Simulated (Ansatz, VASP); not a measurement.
## Two plane-wave programs on Ag

```
Ag
1.0
     0.00000    2.05250    2.05250
     2.05250    0.00000    2.05250
     2.05250    2.05250    0.00000
Ag
1
Cartesian
  0.0000 0.0000 0.0000
```

Alike in both runs: task single point; functional r2SCAN; k mesh 16 × 16 × 16; occupations fermi-dirac, width 0.05 eV; no spin polarisation.

|  | VASP | Ansatz |
| --- | --- | --- |
| version | VASP 6.6.1 | Ansatz 0.2.0 |
| potentials or method | VASP PAW PBE potentials, release 64 (Ag) | PAW with Ansatz's default frozen-core files, scalar-relativistic |
| plane-wave cutoff (eV) | 520 | 500 |
| valence electrons in the cell | 11 | 19 |

Ansatz gave:

- pressure (GPa): 0.0

Task: Estimate VASP's values.

Result: Pressure (GPa): 0.1.

The two sets of potentials don't hold the same shells in valence. Ansatz warned: «optics_on_partly_filled_bands».

Caveats: the PAW data sets were made with another functional, which shifts forces and pressure a little (VASP).
